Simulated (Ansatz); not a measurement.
# SiC (Moissanite 6H) (P6_3mc) in Ansatz: notebook

The runs below take SiC (Moissanite 6H) through single point, equation of state, band structure, with BPBE, PBE.

All numbers are computed with Ansatz 0.2.0; they aren't measurements. Logs are shortened: lines on timing, memory, paths and dates and some standing lists are left out, and cuts for length are marked.

## Step 1: The crystal as given

The structure is hexagonal, space group P6_3mc (No. 186). The conventional cell has a = 3.095 Å, b = 3.095 Å, c = 15.170 Å, α = 90.00°, β = 90.00°, γ = 120.00°. Si (site symmetry 3m) has 4 C at 1.90 Å as nearest neighbours. Si (site symmetry 3m) is surrounded by 4 C at 1.90 Å. Around Si (site symmetry 3m) lie 4 C at 1.90 Å. Around C (site symmetry 3m) lie 4 Si at 1.90 Å. C (site symmetry 3m) is surrounded by 4 Si at 1.90 Å. C (site symmetry 3m) has 4 Si at 1.90 Å as nearest neighbours.

## Step 2: Single point, BPBE, 9.86 Å³/atom (volume scaled by 0.94)

input.yaml

```yaml
crystal:
  lattice:
    - [3.0318190065, 0.0, 0.0]
    - [-1.5159095032, 2.6256322793, 0.0]
    - [0.0, 0.0, 14.8603212692]
  atoms:
    - { symbol: Si, position: [0.6666666667, 0.3333333333, 0.4583] }
    - { symbol: Si, position: [0.3333333333, 0.6666666667, 0.9583] }
    - { symbol: Si, position: [0.6666666667, 0.3333333333, 0.7917] }
    - { symbol: Si, position: [0.3333333333, 0.6666666667, 0.2917] }
    - { symbol: Si, position: [0.0, 0.0, 0.625] }
    - { symbol: Si, position: [0.0, 0.0, 0.125] }
    - { symbol: C, position: [0.6666666667, 0.3333333333, 0.3333] }
    - { symbol: C, position: [0.3333333333, 0.6666666667, 0.8333] }
    - { symbol: C, position: [0.6666666667, 0.3333333333, 0.6667] }
    - { symbol: C, position: [0.3333333333, 0.6666666667, 0.1667] }
    - { symbol: C, position: [0.0, 0.0, 0.5] }
    - { symbol: C, position: [0.0, 0.0, 0.0] }
hamiltonian:
  xc: { exchange: b88, correlation: pbe }
  pseudopotentials: { kind: paw }
kpoints:
  mp_grid: { grid: [10, 10, 2] }
scf:
  occupations: { method: fermi_dirac, width: 0.05 }
output:
  forces: true
  stress: true
  eigenvalues: true
```

Potentials or basis: Ansatz PAW.

The run is started by

```bash
> ansatz run input.yaml --threads 2 --pin off --max-ram 5120MiB --backend cpu --events-out ev --progress --plain --runs-dir out
```

Log:

```text
Warning: RAYON_NUM_THREADS=2 ignored (pool sized by the plan → 2); use --threads N
Engine: ansatz 0.2.0, aarch64-unknown-linux-gnu
Pseudopotentials: kind: paw
Pseudopotential: Si, paw, valence charge 4, recommended cutoff 420 eV (normal), Si.paw.azcp
Pseudopotential: C, paw, valence charge 4, recommended cutoff 420 eV (normal), C.paw.azcp
Functional definition: unnamed
  exchange = b88_x
  correlation = pbe_c
Crystal: 12 atoms, lattice volume = 118.295 Å³
Basis set: ecut = 420 eV, 2293 PW (Γ), exchange–correlation on 48×48×200 points (8 copies of the dense FFT grid, shifted against one another)
Bands: 36, of which v1, the nominal top of the filled ones, is band 24 counted from 1 (23 counted from 0)
Symmetry: 12 space group operations
Space group: P63mc (ITA 186), of the structure as read, at distance tolerance 4.9e-5 Å
k-points: 28 of 200
Non-local potential: Si, projectors of the file, l = 0: 2, l = 1: 2, l = 2: 2
Non-local potential: C, projectors of the file, l = 0: 2, l = 1: 2, l = 2: 1
PAW form: soft (Blöchl's): semilocal exchange-correlation on the pseudo side does not see the compensation charge
PAW frozen core: Si, regenerated for the run's functional, and the local potential with it (the file was generated under x = pbe(κ = 0.804, μ = 0.2195149727645171), c = pbe(β = 0.06672455060314922))
PAW frozen core: C, regenerated for the run's functional, and the local potential with it (the file was generated under x = pbe(κ = 0.804, μ = 0.2195149727645171), c = pbe(β = 0.06672455060314922))
PAW one-centre angular grid: Si, 110 points (default); XC on 64 Gauss nodes
PAW one-centre angular grid: C, 110 points (default); XC on 64 Gauss nodes
Initial density: superposition of atomic densities (neutral atoms: chi_scale 0, normalization atom), corrected by the library's trained network
Initial wavefunctions: pseudopotential atomic-orbital guess
Functional: x = b88, c = pbe(β = 0.06672455060314922)
SCF iter   1: F=—  HF=-5343.759650 eV  |F-HF|=—  |Δ(HF+E_count)|=         —  Δρ=1.73e-3  dr2=2.27e-3  ethr=1.77e-3  ⟨swp⟩=6.7  Hψ=5294  notcnv=0  defer=23
preconditioner: auto → none  [insulator: Δε(μ)=2.012 eV  Ē_g=12.313 eV  σ=0.050 eV  W_gap=1.00  n_scr=10 (ndim 8)  ℏωp=23.7 eV  f_vac=0.000  D(μ)=0.00/eV (n_scr^D=0)  ε∞_Penn≈4.7]
SCF iter   2: F=—  HF=-5343.760531 eV  |F-HF|=—  |Δ(HF+E_count)|=   8.81e-4  Δρ=7.69e-4  dr2=2.73e-4  ethr=4.73e-6  ⟨swp⟩=2.2  Hψ=1828  notcnv=0  defer=69
SCF iter   3: F=—  HF=-5343.760866 eV  |F-HF|=—  |Δ(HF+E_count)|=   3.35e-4  Δρ=1.95e-4  dr2=3.24e-5  ethr=5.70e-7  ⟨swp⟩=2.7  Hψ=1595  notcnv=0  defer=1
automatic band count: iteration 3 solves 32 bands in place of 36: the levels show a gap, and the empty bands left out lie too high to hold charge; the band table lists the bands solved (type scf.n_extra_bands for more)
SCF iter   4: F=—  HF=-5343.760861 eV  |F-HF|=—  |Δ(HF+E_count)|=   4.29e-6  Δρ=4.35e-5  dr2=2.45e-6  ethr=6.75e-8  ⟨swp⟩=2.0  Hψ=1323  notcnv=0  defer=1
SCF iter   5: F=—  HF=-5343.760862 eV  |F-HF|=—  |Δ(HF+E_count)|=   7.45e-7  Δρ=1.32e-5  dr2=1.57e-7  ethr=5.11e-9  ⟨swp⟩=2.0  Hψ=1320  notcnv=0  defer=1
SCF iter   6: F=-5343.760862 eV  HF=-5343.760862 eV  |F-HF|=4.01e-9  |Δ(HF+E_count)|=   8.55e-8  Δρ=2.73e-6  dr2=5.26e-9  ethr=2.08e-10  ⟨swp⟩=8.2  Hψ=3850  notcnv=0
SCF 1 converged in 6 iterations: F = -5343.760862 eV  dr2 = 5.26e-9
SCF converged after 6 iterations
Free energy (F): -5343.760862 eV
Harris-Foulkes:  -5343.760862 eV  (|F-HF|=4.01e-9)
Internal energy: -5343.760862 eV  (E = F + TS)
E sigma→0 (E₀):  -5343.760862 eV
Fermi energy:    11.137858 eV
--- Per-component energies (eV) ---
  E_band       = 194.808447
  E_kinetic    = 830.985552
  E_local      = -611.502268  (includes V_loc(G=0)·N_el)
  E_nonlocal   = 315.136789
  E_hartree    = 190.916730
  E_xc         = -640.701283
  E_vxc        = -664.968134  (∫ρ·V_xc dr)
  E_paw        = -3692.871686  (= ΣΔE_a)
  E_vpaw       = -56.677203  (= ΣTr[D̂ρ^β])
  E_aug_tail   = 0.000079  (compensation charges beyond the density's cutoff)
  E_ewald      = -1735.607807
  E_core_change = -0.116968  (= ΣΔE_core)
  E_smearing   = -0.000000  (= −TS)
  E_closure    = -0.000000  (closes the sum)
  Σ components = -5343.760862   (vs F -5343.760862, Δ=0.00e0)
--- Forces (eV/Å), atoms counted from 1 ---
  atom   1  Si    -0.00000000    -0.00000000     0.06547733
  atom   2  Si     0.00000000     0.00000000     0.06547733
  atom   3  Si     0.00000000     0.00000000     0.03141963
  atom   4  Si    -0.00000000     0.00000000     0.03141963
  atom   5  Si     0.00000000     0.00000000     0.03870535
  atom   6  Si    -0.00000000    -0.00000000     0.03870535
  atom   7  C      0.00000000     0.00000000    -0.01737999
  atom   8  C     -0.00000000    -0.00000000    -0.01737999
  atom   9  C     -0.00000000     0.00000000     0.03465701
  atom  10  C      0.00000000    -0.00000000     0.03465701
  atom  11  C      0.00000000    -0.00000000    -0.15290035
  atom  12  C     -0.00000000     0.00000000    -0.15290035
  max |Σ_I F_I| component: 4.21e-5 eV/Å
--- Stress (GPa, compression-positive) ---
       15.064118       0.000000      -0.000000
        0.000000      15.064118      -0.000000
       -0.000000       0.000000      15.886228
  P = ⅓ Tr σ = 15.3382 GPa (153.382 kbar)
--- Band table (eV; the first three rows and the last of 28) ---
  k-point 0: bands = ["-5.7152", "-5.1781", "-5.1297", "-3.5766", "-3.5423", "-1.9601", "1.2694", "3.7350", "3.7719", "7.6680", "7.6898", "8.9596", "8.9596", "9.1460", "9.1460", "9.2660", "9.2660", "9.7320", "9.7320", "9.8277", "9.8277", "10.0820", "10.1276", "10.1276", "15.7147", "15.8792", "16.3101", "16.8137", "16.9656", "17.2137", "17.3133", "17.3133"]
  k-point 1: bands = ["-5.5742", "-5.5742", "-4.4695", "-4.4695", "-2.5469", "-2.5469", "2.0815", "2.0815", "5.7026", "5.7026", "9.0194", "9.0194", "9.0194", "9.0194", "9.3525", "9.3525", "9.4791", "9.4791", "9.4791", "9.4791", "10.0309", "10.0309", "10.0309", "10.0309", "15.7801", "15.7801", "16.5361", "16.5361", "17.2728", "17.2728", "17.4073", "17.4073"]
  k-point 2: bands = ["-5.5351", "-5.0007", "-4.9517", "-3.4081", "-3.3733", "-1.8095", "1.4370", "3.8533", "3.8902", "7.5763", "7.6145", "8.0028", "8.3187", "8.4214", "8.6168", "8.8782", "8.9648", "9.1061", "9.1985", "9.5174", "9.5937", "9.6671", "9.9721", "10.0591", "15.8718", "16.1574", "16.2711", "16.7918", "16.9890", "17.0934", "17.3909", "17.4462"]
  k-point 27: bands = ["-1.4236", "-1.4236", "-0.9080", "-0.9080", "-0.5619", "-0.5619", "2.4444", "2.4444", "2.7994", "2.7994", "3.1714", "3.1714", "4.2143", "4.2143", "4.9174", "4.9174", "5.3914", "5.3914", "6.6720", "6.6720", "7.6382", "7.6382", "7.8933", "7.8933", "13.8557", "13.8557", "14.5114", "14.5114", "16.0511", "16.0511", "17.5363", "17.5363"]
```

Run time: 5.3 s. Hardware: 2 threads of Arm Neoverse V1, shared host; peak memory 0.37 GiB.

Results:

| Property | Result |
| --- | --- |
| Free energy | -5343.7609 eV |
| Pressure | 15.3 GPa |
| Largest force | 0.153 eV/Å |
| Band gap on the k mesh | 2.02 eV, indirect (least direct gap 3.13 eV) |

Caveat: the PAW data sets come from PBE, with cores solved anew for the run's functional, which leaves a small shift of forces and pressure.

## Step 3: Single point, BPBE, 10.07 Å³/atom (volume scaled by 0.96)

input.yaml, as its differences from that of step 2:

```diff
@@ -2,5 +2,5 @@
   lattice:
-    - [3.0318190065, 0.0, 0.0]
-    - [-1.5159095032, 2.6256322793, 0.0]
-    - [0.0, 0.0, 14.8603212692]
+    - [3.053170548, 0.0, 0.0]
+    - [-1.526585274, 2.6441232567, 0.0]
+    - [0.0, 0.0, 14.964974867]
   atoms:
```

Potentials or basis: Ansatz PAW.

The run is started by

```bash
> ansatz run input.yaml --threads 2 --pin off --max-ram 5120MiB --backend cpu --events-out ev --progress --plain --runs-dir out
```

Run time: 5.6 s. Hardware: 2 threads of Arm Neoverse V1, shared host; peak memory 0.38 GiB.

Results (log left out):

- Free energy: -5343.9579 eV
- Pressure: 9.9 GPa
- Largest force: 0.149 eV/Å
- Band gap on the k mesh: 2.02 eV, indirect (least direct gap 3.13 eV)

Caveat: the PAW data sets come from PBE, with cores solved anew for the run's functional, which leaves a small shift of forces and pressure.

## Step 4: Single point, BPBE, 10.28 Å³/atom (volume scaled by 0.98)

input.yaml, as its differences from that of step 3:

```diff
@@ -2,5 +2,5 @@
   lattice:
-    - [3.053170548, 0.0, 0.0]
-    - [-1.526585274, 2.6441232567, 0.0]
-    - [0.0, 0.0, 14.964974867]
+    - [3.074227562, 0.0, 0.0]
+    - [-1.537113781, 2.6623591657, 0.0]
+    - [0.0, 0.0, 15.0681848517]
   atoms:
@@ -29 +29,5 @@
   eigenvalues: true
+  write_density: true
+  write_potential: true
+  elf: true
+  volumetric_format: npy
```

The run is started by

```bash
> ansatz run input.yaml --threads 2 --pin off --max-ram 5120MiB --backend cpu --events-out ev --progress --plain --runs-dir out
```

Run time: 8.2 s. Hardware: 2 threads of Arm Neoverse V1, shared host; peak memory 0.39 GiB.

The run converged. Its results:

```yaml
Free_energy: -5344.0730 eV
Pressure: 4.9 GPa
Largest_force: 0.145 eV/Å
Band_gap_on_the_k_mesh: 2.03 eV, indirect (least direct gap 3.13 eV)
```

Caveat: the PAW data sets come from PBE, with cores solved anew for the run's functional, which leaves a small shift of forces and pressure.

## Step 5: Single point, BPBE, 10.49 Å³/atom

input.yaml, as its differences from that of step 4:

```diff
@@ -2,5 +2,5 @@
   lattice:
-    - [3.074227562, 0.0, 0.0]
-    - [-1.537113781, 2.6623591657, 0.0]
-    - [0.0, 0.0, 15.0681848517]
+    - [3.095, 0.0, 0.0]
+    - [-1.5475, 2.6803486247, 0.0]
+    - [0.0, 0.0, 15.17]
   atoms:
@@ -29,5 +29 @@
   eigenvalues: true
-  write_density: true
-  write_potential: true
-  elf: true
-  volumetric_format: npy
```

The run is started by

```bash
> ansatz run input.yaml --threads 2 --pin off --max-ram 5120MiB --backend cpu --events-out ev --progress --plain --runs-dir out
```

Run time: 5.7 s. Hardware: 2 threads of Arm Neoverse V1, shared host; peak memory 0.38 GiB.

It converged, with:

* Free energy: -5344.1139 eV
* Pressure: 0.4 GPa
* Largest force: 0.142 eV/Å
* Band gap on the k mesh: 2.03 eV, indirect (least direct gap 3.13 eV)

Caveat: the PAW data sets come from PBE, with cores solved anew for the run's functional, which leaves a small shift of forces and pressure.

## Step 6: Single point, BPBE, 10.70 Å³/atom (volume scaled by 1.02)

input.yaml, as its differences from that of step 5:

```diff
@@ -2,5 +2,5 @@
   lattice:
-    - [3.095, 0.0, 0.0]
-    - [-1.5475, 2.6803486247, 0.0]
-    - [0.0, 0.0, 15.17]
+    - [3.1154972861, 0.0, 0.0]
+    - [-1.557748643, 2.6980997952, 0.0]
+    - [0.0, 0.0, 15.270466504]
   atoms:
```

Potentials or basis: Ansatz PAW.

The run is started by

```bash
> ansatz run input.yaml --threads 2 --pin off --max-ram 5120MiB --backend cpu --events-out ev --progress --plain --runs-dir out
```

Wall time 5.6 s (2 threads of Arm Neoverse V1, shared host); peak memory 0.38 GiB.

It converged, with:

```yaml
Free_energy: -5344.0873 eV
Pressure: -3.7 GPa
Largest_force: 0.139 eV/Å
Band_gap_on_the_k_mesh: 2.04 eV, indirect (least direct gap 3.12 eV)
```

Caveat: the PAW data sets come from PBE, with cores solved anew for the run's functional, which leaves a small shift of forces and pressure.

## Step 7: Single point, BPBE, 10.91 Å³/atom (volume scaled by 1.04)

input.yaml, as its differences from that of step 6:

```diff
@@ -2,5 +2,5 @@
   lattice:
-    - [3.1154972861, 0.0, 0.0]
-    - [-1.557748643, 2.6980997952, 0.0]
-    - [0.0, 0.0, 15.270466504]
+    - [3.1357283548, 0.0, 0.0]
+    - [-1.5678641774, 2.7156204146, 0.0]
+    - [0.0, 0.0, 15.369628156]
   atoms:
```

The run is started by

```bash
> ansatz run input.yaml --threads 2 --pin off --max-ram 5120MiB --backend cpu --events-out ev --progress --plain --runs-dir out
```

Wall time 5.8 s (2 threads of Arm Neoverse V1, shared host); peak memory 0.39 GiB.

The run converged. Its results:

```
Free energy            : -5343.9997 eV
Pressure               : -7.4 GPa
Largest force          : 0.136 eV/Å
Band gap on the k mesh : 2.04 eV, indirect (least direct gap 3.12 eV)
```

Caveat: the PAW data sets come from PBE, with cores solved anew for the run's functional, which leaves a small shift of forces and pressure.

## Step 8: Single point, BPBE, 11.12 Å³/atom (volume scaled by 1.06)

input.yaml, as its differences from that of step 7:

```diff
@@ -2,5 +2,5 @@
   lattice:
-    - [3.1357283548, 0.0, 0.0]
-    - [-1.5678641774, 2.7156204146, 0.0]
-    - [0.0, 0.0, 15.369628156]
+    - [3.1557016854, 0.0, 0.0]
+    - [-1.5778508427, 2.7329178263, 0.0]
+    - [0.0, 0.0, 15.4675265161]
   atoms:
@@ -29 +29,5 @@
   eigenvalues: true
+  write_density: true
+  write_potential: true
+  elf: true
+  volumetric_format: npy
```

The run is started by

```bash
> ansatz run input.yaml --threads 2 --pin off --max-ram 5120MiB --backend cpu --events-out ev --progress --plain --runs-dir out
```

It took 8.5 s on 2 threads of Arm Neoverse V1, shared host; peak memory 0.4 GiB.

It converged, with:

```
Free energy            : -5343.8566 eV
Pressure               : -10.8 GPa
Largest force          : 0.133 eV/Å
Band gap on the k mesh : 2.04 eV, indirect (least direct gap 3.12 eV)
```

Caveat: the PAW data sets come from PBE, with cores solved anew for the run's functional, which leaves a small shift of forces and pressure.

## Step 9: Equation of state, BPBE

Potentials or basis: Ansatz PAW.

This step only gathers the single runs of the series.

What came out:

```
Equilibrium volume                        : 10.51 Å³/atom
Bulk modulus at fixed shape and positions : 213 GPa
Pressure derivative of the bulk modulus   : 3.9
```

Energy against volume, from the lowest point:
| volume (Å³/atom) | energy (meV/atom) |
| --- | --- |
| 9.858 | 29.42 |
| 10.068 | 13.00 |
| 10.277 | 3.41 |
| 10.487 | 0.00 |
| 10.697 | 2.22 |
| 10.907 | 9.52 |
| 11.116 | 21.45 |

Caveat: the potentials were made for another functional, which shifts forces and pressure; the cell was scaled at fixed shape and fractional positions, which overstates the stiffness of a crystal with free parameters, most of all of layers and chains.

## Step 10: Band structure, PBE

input.yaml, as its differences from that of step 8:

```diff
@@ -2,5 +2,5 @@
   lattice:
-    - [3.1557016854, 0.0, 0.0]
-    - [-1.5778508427, 2.7329178263, 0.0]
-    - [0.0, 0.0, 15.4675265161]
+    - [3.095, 0.0, 0.0]
+    - [-1.5475, 2.6803486247, 0.0]
+    - [0.0, 0.0, 15.17]
   atoms:
@@ -19,8 +19,15 @@
 hamiltonian:
-  xc: { exchange: b88, correlation: pbe }
-  pseudopotentials: { kind: paw }
+  xc: pbe
+  pseudopotentials: { kind: nc }
 kpoints:
   mp_grid: { grid: [10, 10, 2] }
+  band_path:
+    path:
+      - [[0.0, 0.0, 0.0], [0.5, 0.0, 0.0], [0.3333333333, 0.3333333333, 0.0], [0.0, 0.0, 0.0], [0.0, 0.0, 0.5], [0.5, 0.0, 0.5], [0.3333333333, 0.3333333333, 0.5], [0.0, 0.0, 0.5]]
+      - [[0.5, 0.0, 0.5], [0.5, 0.0, 0.0]]
+      - [[0.3333333333, 0.3333333333, 0.0], [0.3333333333, 0.3333333333, 0.5]]
+    npoints: 10
 scf:
   occupations: { method: fermi_dirac, width: 0.05 }
+  n_extra_bands: 30
 output:
@@ -29,2 +36,3 @@
   eigenvalues: true
+  fatbands: false
   write_density: true
```

Potentials or basis: Ansatz NC.

The run is started by

```bash
> ansatz run input.yaml --threads 2 --pin off --max-ram 5120MiB --backend cpu --events-out ev --progress --plain --runs-dir out
```

Run time: 2 min. Hardware: 2 threads of Arm Neoverse V1, shared host; peak memory 1.7 GiB.

The run converged. Its results:

| Quantity | Value |
| --- | --- |
| Free energy | -1677.3670 eV |
| Pressure | 0.4 GPa |
| Largest force | 0.141 eV/Å |
| Band gap on the k mesh | 2.02 eV, indirect (least direct gap 3.11 eV) |
| Band gap along the path | 2.01 eV, indirect (least direct gap 3.11 eV) |

Forces in eV/Å, atoms in the order of the input:
```
Si   0.000  0.000  0.053
Si   0.000  0.000  0.053
Si   0.000  0.000  0.025
Si   0.000  0.000  0.025
Si   0.000  0.000  0.043
Si   0.000  0.000  0.043
C    0.000  0.000 -0.014
C    0.000  0.000 -0.014
C    0.000  0.000  0.034
C    0.000  0.000  0.034
C    0.000  0.000 -0.141
C    0.000  0.000 -0.141
```

Stress tensor (GPa, compression positive):
```
0.15 0.00 0.00
0.00 0.15 0.00
0.00 0.00 0.92
```

Levels at the corners of the path, in eV from the valence-band top:
```csv
point,band 22,band 23,band 24,band 25,band 26,band 27
Γ,-0.05,0.00,0.00,5.02,5.20,5.60
M,-1.77,-1.66,-1.10,2.02,2.20,3.18
K,-2.21,-2.06,-2.06,3.47,3.47,3.75
Γ,-0.05,0.00,0.00,5.02,5.20,5.60
A,-0.10,-0.10,-0.10,5.09,5.09,5.84
L,-1.72,-1.30,-1.30,2.05,2.05,3.40
H,-2.63,-2.25,-2.25,3.65,3.65,4.31
A,-0.10,-0.10,-0.10,5.09,5.09,5.84
L,-1.72,-1.30,-1.30,2.05,2.05,3.40
M,-1.77,-1.66,-1.10,2.02,2.20,3.18
K,-2.21,-2.06,-2.06,3.47,3.47,3.75
H,-2.63,-2.25,-2.25,3.65,3.65,4.31
```
